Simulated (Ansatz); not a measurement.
# WS2: short molecular dynamics

Aim: for WS2, follow short trajectories in a supercell.

Program: Ansatz 0.2.0. Level of theory: DFT PBEsol, scalar-relativistic, plane waves, PAW. These are calculated values, not measurements.

**1. The starting structure**

The structure is trigonal, space group R3m (No. 160). Conventional cell: a = 3.158 Å, b = 3.158 Å, c = 18.490 Å, α = 90.00°, β = 90.00°, γ = 120.00°. Around W (site symmetry 3m) lie 6 S at 2.39 to 2.42 Å. Around S (site symmetry 3m) lie 3 W at 2.39 Å. S (site symmetry 3m) is surrounded by 3 W at 2.42 Å.

Coordinates:

```xyz
18
Lattice="6.3160 0.0000 0.0000 -1.5790 0.9116 6.1633 -1.5790 -8.2047 0.0000" Properties=species:S:1:pos:R:3 pbc="T T T"
W     0.0000   -5.4698    0.0000
W     3.1580   -5.4698    0.0000
W     1.5790   -2.7349    0.0000
W     0.0000    0.0000    0.0000
W     4.7370   -2.7349    0.0000
W     3.1580    0.0000    0.0000
S     3.1580   -7.2931    1.5464
S     0.0000   -7.2931    1.5464
S     4.7370   -4.5582    1.5464
S     3.1580   -1.8233    1.5464
S     1.5790   -4.5582    1.5464
S     0.0000   -1.8233    1.5464
S     1.5790   -6.3815    4.5794
S    -1.5790   -6.3815    4.5794
S     3.1580   -3.6465    4.5794
S     1.5790   -0.9116    4.5794
S     0.0000   -3.6465    4.5794
S     4.7370   -0.9116    4.5794
```

The cell is taken as given, not relaxed at this level.

**2. Reference: the perfect supercell**

Contents of input.yaml:

```yaml
crystal:
  lattice:
    - [6.3160015371, 0.0, 0.0]
    - [-1.5790003843, 0.9116362969, 6.16333]
    - [-1.5790003843, -8.2047266722, 0.0]
  atoms:
    - { symbol: W, position: [0.1666666667, 0.0, 0.6666666667] }
    - { symbol: W, position: [0.6666666667, 0.0, 0.6666666667] }
    - { symbol: W, position: [0.3333333333, 0.0, 0.3333333333] }
    - { symbol: W, position: [0.0, 0.0, 0.0] }
    - { symbol: W, position: [0.8333333333, 0.0, 0.3333333333] }
    - { symbol: W, position: [0.5, 0.0, 0.0] }
    - { symbol: S, position: [0.7919166667, 0.2509, 0.9167666667] }
    - { symbol: S, position: [0.2919166667, 0.2509, 0.9167666667] }
    - { symbol: S, position: [0.9585833333, 0.2509, 0.5834333333] }
    - { symbol: S, position: [0.62525, 0.2509, 0.2501] }
    - { symbol: S, position: [0.4585833333, 0.2509, 0.5834333333] }
    - { symbol: S, position: [0.12525, 0.2509, 0.2501] }
    - { symbol: S, position: [0.6508333333, 0.743, 0.8603333333] }
    - { symbol: S, position: [0.1508333333, 0.743, 0.8603333333] }
    - { symbol: S, position: [0.8175, 0.743, 0.527] }
    - { symbol: S, position: [0.4841666667, 0.743, 0.1936666667] }
    - { symbol: S, position: [0.3175, 0.743, 0.527] }
    - { symbol: S, position: [0.9841666667, 0.743, 0.1936666667] }
  symmetry: { detect: false }
basis:
  ecutwfc: 420
kpoints:
  mp_grid: { grid: [2, 2, 2], shift: [0.5, 0.5, 0.5] }
hamiltonian:
  xc: pbesol
scf:
  occupations: { method: gaussian, width: 0.1 }
output:
  forces: true
  stress: true
  eigenvalues: true
```

Started as:

```
$ ansatz run input.yaml --threads 4 --pin off --max-ram 5120MiB --backend cpu --events-out ev --progress --plain --runs-dir out
```

The program printed, cut to the lines that bear on the results:

```text
Warning: RAYON_NUM_THREADS=4 ignored (pool sized by the plan → 4); use --threads N
[...]
Pseudopotentials: kind: paw
Pseudopotential: W, paw, valence charge 14, recommended cutoff 420 eV (normal), W.paw.azcp
Pseudopotential: S, paw, valence charge 6, recommended cutoff 420 eV (normal), S.paw.azcp
Functional definition: PBEsol
[...]
Crystal: 18 atoms, lattice volume = 319.390 Å³
Basis set: ecut = 420 eV, 6235 PW (Γ), exchange–correlation on 90×90×120 points (8 copies of the dense FFT grid, shifted against one another)
Bands: 96, of which v1, the nominal top of the filled ones, is band 78 counted from 1 (77 counted from 0)
Symmetry: 1 space group operations
k-points: 4 of 8 (time reversal used)
[...]
SCF iter   1: F=—  HF=-72174.318791 eV  |F-HF|=—  |Δ(HF+E_count)|=         —  Δρ=8.18e-3  dr2=3.30e-1  ethr=1.77e-3  ⟨swp⟩=6.0  Hψ=1579  notcnv=0
[...]
SCF iter   8: F=-72174.286551 eV  HF=-72174.286551 eV  |F-HF|=4.17e-8  |Δ(HF+E_count)|=   3.98e-7  Δρ=2.92e-6  dr2=3.30e-8  ethr=6.41e-11  ⟨swp⟩=10.8  Hψ=1649  notcnv=0
[...]
SCF converged after 8 iterations
Free energy (F): -72174.286551 eV
[...]
E sigma→0 (E₀):  -72174.286551 eV
Fermi energy:    11.864778 eV
[...]
--- Forces (eV/Å), atoms counted from 1 ---
  atom   1  W      0.01311131    -0.02746094    -0.59901135
  atom   2  W      0.01311288    -0.02745875    -0.59901097
  atom   3  W      0.01311120    -0.02745730    -0.59901116
  atom   4  W      0.01311542    -0.02745602    -0.59901084
  atom   5  W      0.01311314    -0.02745778    -0.59901134
  atom   6  W      0.01310879    -0.02745615    -0.59901132
  atom   7  S     -0.02008844     0.02781122     0.25209584
  atom   8  S     -0.02008218     0.02781969     0.25208685
[...]
--- Stress (GPa, compression-positive) ---
       -0.759212       0.047056      -0.015299
        0.047056      -0.846927       0.012100
       -0.015299       0.012100       0.229486
  P = ⅓ Tr σ = -0.4589 GPa (-4.589 kbar)
--- Band table (eV) ---
[...]
```

Wall time 3.8 s (4 threads of Arm Neoverse V1, shared host); peak memory 0.81 GiB.

**3. Molecular dynamics, 2600 K**

42 steps of 1.5 fs with a Langevin thermostat, velocities drawn for 2600 K, at 1.10 times the reference volume.

Edit input.yaml of step 2 so:

```diff
@@ -2,5 +2,5 @@
   lattice:
-    - [6.3160015371, 0.0, 0.0]
-    - [-1.5790003843, 0.9116362969, 6.16333]
-    - [-1.5790003843, -8.2047266722, 0.0]
+    - [6.5198827959, 0.0, 0.0]
+    - [-1.629970699, 0.9410640218, 6.362283004]
+    - [-1.629970699, -8.4695761965, 0.0]
   atoms:
@@ -24,3 +24,2 @@
     - { symbol: S, position: [0.9841666667, 0.743, 0.1936666667] }
-  symmetry: { detect: false }
 basis:
@@ -32,3 +31,5 @@
 scf:
-  occupations: { method: gaussian, width: 0.1 }
+  occupations: { method: fermi_dirac, width: 0.2241 }
+  lower_state_search: "off"
+  convergence: { dr2_threshold: 1.0e-07 }
 output:
@@ -36,2 +37,9 @@
   stress: true
-  eigenvalues: true
+md:
+  timestep: 1.5
+  n_steps: 42
+  ensemble: nvt_langevin
+  temperature: 2600.0
+  initial_velocities: maxwell_boltzmann
+  seed: 86549
+  friction: 0.005
```

Started as:

```
$ ansatz run input.yaml --threads 4 --pin off --max-ram 5120MiB --backend cpu --events-out ev --progress --plain --runs-dir out
```

The program printed, cut to the lines that bear on the results:

```text
Warning: md: disabling space-group detection — thermal motion breaks the input geometry's symmetry, so no spatial operation reduces the k-mesh or symmetrises the density; time reversal is kept, so that k and −k are solved as one point where they differ and the mesh holds both, and exact [...]
Warning: output.stress: scf.convergence.dr2_threshold = 1e-7 eV (the SCF's general default) is looser than the 1.8e-9 eV advised for a printed stress (1e-10 eV for each atom of the cell: 18). What an SCF threshold leaves in a stress goes as its square root, and in the free energy as the [...]
Warning: RAYON_NUM_THREADS=4 ignored (pool sized by the plan → 4); use --threads N
band count auto-derived: 101 (N_el = 156.0; filled up to band 78; 96 by the electrons, moments and atoms)
[...]
Pseudopotentials: kind: paw
Pseudopotential: W, paw, valence charge 14, recommended cutoff 420 eV (normal), W.paw.azcp
Pseudopotential: S, paw, valence charge 6, recommended cutoff 420 eV (normal), S.paw.azcp
Functional definition: PBEsol
[...]
Crystal: 18 atoms, lattice volume = 351.329 Å³
Basis set: ecut = 420 eV, 6871 PW (Γ), exchange–correlation on 90×90×120 points (8 copies of the dense FFT grid, shifted against one another)
Bands: 101, of which v1, the nominal top of the filled ones, is band 78 counted from 1 (77 counted from 0)
Symmetry: 1 space group operations
k-points: 4 of 8 (time reversal used)
[...]
SCF iter   1: F=—  HF=-72172.864294 eV  |F-HF|=—  |Δ(HF+E_count)|=         —  Δρ=8.25e-3  dr2=4.51e-1  ethr=1.77e-3  ⟨swp⟩=5.0  Hψ=1606  notcnv=0
[...]
md step     0: t =     0.00 fs  T =  2455.6 K  F+E_penalty+E_count = -72172.81917605 eV  E_kin = 5.713292 eV  P_inst = -11.6008 GPa  (9 SCF iters)
[...]
md step     1: t =     1.50 fs  T =  2647.9 K  F+E_penalty+E_count = -72172.82349194 eV  E_kin = 6.160754 eV  P_inst = -11.2432 GPa  (8 SCF iters)
[...]
SCF iter   1: F=—  HF=-72172.786090 eV  |F-HF|=—  |Δ(HF+E_count)|=         —  Δρ=1.55e-3  dr2=7.42e-3  ethr=5.25e-6  ⟨swp⟩=2.2  Hψ=2022  notcnv=0
[...]
```

**4. The log goes on: dynamics (nvt_langevin) at 2600 K, volume x 1.1**

Output, continued, cut to the lines that bear on the results:

```text
SCF iter   2: F=—  HF=-72172.784648 eV  |F-HF|=—  |Δ(HF+E_count)|=   1.44e-3  Δρ=8.49e-4  dr2=2.04e-3  ethr=4.76e-6  ⟨swp⟩=1.0  Hψ=404  notcnv=0
[...]
md step     2: t =     3.00 fs  T =  2544.7 K  F+E_penalty+E_count = -72172.78390535 eV  E_kin = 5.920656 eV  P_inst = -10.9542 GPa  (8 SCF iters)
[...]
md step    12: t =    18.00 fs  T =  1657.3 K  F+E_penalty+E_count = -72170.11645809 eV  E_kin = 3.856025 eV  P_inst = -1.4602 GPa  (5 SCF iters)
[...]
md step    22: t =    33.00 fs  T =  1064.9 K  F+E_penalty+E_count = -72168.23261783 eV  E_kin = 2.477769 eV  P_inst = 2.7091 GPa  (5 SCF iters)
[...]
md step    32: t =    48.00 fs  T =  1692.4 K  F+E_penalty+E_count = -72169.51121787 eV  E_kin = 3.937691 eV  P_inst = -2.8834 GPa  (5 SCF iters)
[...]
SCF converged after 7 iterations
Free energy (F): -72169.557362 eV
[...]
E sigma→0 (E₀):  -72169.341073 eV
Entropy (-TS):   -0.432579 eV (-24.032 meV/atom)
Fermi energy:    10.143980 eV
[...]
--- Forces (eV/Å), atoms counted from 1 ---
  atom   1  W     -2.64163172    -0.83568232    -1.70289458
  atom   2  W      1.63378554     0.28706942    -0.53072853
  atom   3  W      1.75549237     1.70376046     0.73927183
  atom   4  W     -1.40381976     2.01349845     0.68155552
  atom   5  W     -0.01453268    -2.43311185    -0.81704367
  atom   6  W     -0.30589298     0.77310163     0.27051337
  atom   7  S      0.21569704     1.71464177    -1.53759864
  atom   8  S     -0.61810221     0.34710716    -0.12842709
[...]
--- Stress (GPa, compression-positive) ---
       -9.366194      -0.086935       1.352615
       -0.086935      -7.570750       1.555984
        1.352615       1.555984      -7.053768
  P = ⅓ Tr σ = -7.9969 GPa (-79.969 kbar)
--- MD trajectory: 42 steps, t = 0.0 → 63.0 fs ---
  final state: T = 1819.5 K   F+E_penalty+E_count = -72169.55736240 eV   E_kin = 4.233501 eV
```

Wall time 2.7 min (4 threads of Arm Neoverse V1, shared host); peak memory 0.99 GiB.

**5. Traces and frames**

Every 2 steps (energy changes from step 0; pressure with its kinetic part):

```
time (fs)  T (K)  potential (meV/atom)  pressure (GPa)
      0.0   2456                   0.0           -11.6
      3.0   2545                   2.0           -11.0
      6.0   2526                  12.7            -9.8
      9.0   2492                  33.4            -8.0
     12.0   2221                  64.5            -6.0
     15.0   2009                 103.9            -3.7
     18.0   1657                 150.2            -1.5
     21.0   1417                 195.9             0.5
     24.0   1139                 232.8             2.0
     27.0    945                 256.1             2.9
     30.0    905                 261.9             3.2
     33.0   1065                 254.8             2.7
     36.0   1084                 242.0             1.8
     39.0   1224                 226.0             0.7
     42.0   1231                 210.5            -0.7
     45.0   1518                 196.3            -1.8
     48.0   1692                 183.8            -2.9
     51.0   1785                 174.7            -4.0
     54.0   1698                 170.3            -5.1
     57.0   1826                 170.0            -5.8
     60.0   1863                 173.2            -6.3
     63.0   1820                 181.2            -6.7
```

Frames as positions (Å) and forces (eV/Å):

```xyz
18
Lattice="6.520 0.000 0.000 -1.630 0.941 6.362 -1.630 -8.470 0.000" Properties=species:S:1:pos:R:3:forces:R:3 pbc="T T T" time_fs=42.0 T_K=1231
W     0.141   -5.525    0.028   -2.021   -2.719   -0.414
W     3.096   -5.737   -0.011    1.945    0.823   -0.540
W     1.425   -2.840   -0.038    2.379    1.036    3.000
W     0.136    0.013    0.026   -0.022   -2.471   -1.209
W     4.920   -2.593   -0.009    0.057   -3.243   -0.045
W     3.314   -0.045   -0.117   -0.151    0.004    1.344
S     3.283   -7.704    1.332   -0.288    1.393    2.295
S     0.046   -7.770    1.548    1.498    2.411    0.527
S     4.862   -4.668    1.294   -0.559    0.515    0.612
S     3.098   -1.940    1.456    0.760    0.652    0.220
S     1.596   -4.671    1.700    0.232   -0.063   -1.051
S    -0.076   -1.896    1.653    0.230    0.707   -0.753
S     1.999   -6.609    4.781   -2.597    0.010   -0.546
S    -1.469   -6.477    4.882   -0.455    0.083   -0.676
S     3.144   -4.308    4.552    0.434    2.422    1.804
S     1.611   -0.985    4.909   -0.638   -0.237   -2.018
S    -0.042   -3.598    4.883    0.381   -2.039   -2.037
S     4.957   -0.893    4.779   -1.182    0.716   -0.512
18
Lattice="6.520 0.000 0.000 -1.630 0.941 6.362 -1.630 -8.470 0.000" Properties=species:S:1:pos:R:3:forces:R:3 pbc="T T T" time_fs=63.0 T_K=1820
W     0.200   -5.533    0.038   -2.642   -0.836   -1.703
W     3.089   -5.760   -0.078    1.634    0.287   -0.531
W     1.438   -2.856   -0.032    1.755    1.704    0.739
W     0.213   -0.060    0.003   -1.404    2.013    0.682
W     4.865   -2.599   -0.051   -0.015   -2.433   -0.817
W     3.330   -0.087   -0.172   -0.306    0.773    0.271
S     3.293   -7.805    1.527    0.216    1.715   -1.538
S     0.262   -7.519    1.465   -0.618    0.347   -0.128
S     4.640   -4.600    1.357    1.627   -0.345   -0.005
S     3.183   -1.789    1.478   -0.289   -0.832   -0.675
S     1.707   -4.633    1.551   -0.143   -0.144    0.495
S    -0.124   -1.828    1.723    0.716   -0.342   -2.114
S     1.754   -6.708    4.704   -0.018    0.228    1.192
S    -1.457   -6.344    4.767   -0.305   -1.413    0.477
S     3.254   -4.104    4.754   -0.006    2.082    1.102
S     1.425   -1.142    4.660    1.363    1.487    1.374
S     0.057   -3.500    4.613   -0.736   -2.350    1.629
S     4.939   -0.723    4.780   -0.829   -1.942   -0.448
```

Pair distribution functions g(r) over the second half, up to half the cell's height:

```
r (Å)  S-W  S-S  W-W
 2.15  0.0  0.0  0.0
 2.25  3.0  0.0  0.0
 2.35  5.8  0.0  0.0
 2.45  9.6  0.0  0.0
 2.55  3.7  0.2  0.0
 2.65  0.8  0.1  0.0
 2.75  0.2  0.2  0.0
 2.85  0.0  0.7  0.1
 2.95  0.1  1.1  4.0
```

**6. Summary of results**

| quantity | value |
| --- | --- |
| mean temperature, second half (2600 K run) | 1492 K, spread 309 K |
| mean pressure, second half (2600 K run) | -2.3 GPa |
| mean potential energy above the perfect cell (2600 K run) | 282 meV/atom |
| mean square move, first to last frame (2600 K run) | S 0.07, W 0.04 Å² |

Over the second half of the 2600 K run the temperature averages 1492 K, with a standard deviation of 309 K. Among the stored frames no atom gets farther than 0.6 Å from its first place (drift of the whole removed), against a shortest distance of 2.47 Å, so within this short run the atoms stay near their sites. Runs this short are not equilibrated, so the means are rough. These runs have no spin-orbit coupling; with W it would split and shift bands. Layers here are held mostly by dispersion, which this level lacks, so their spacing and the stiffness across them are unreliable there.
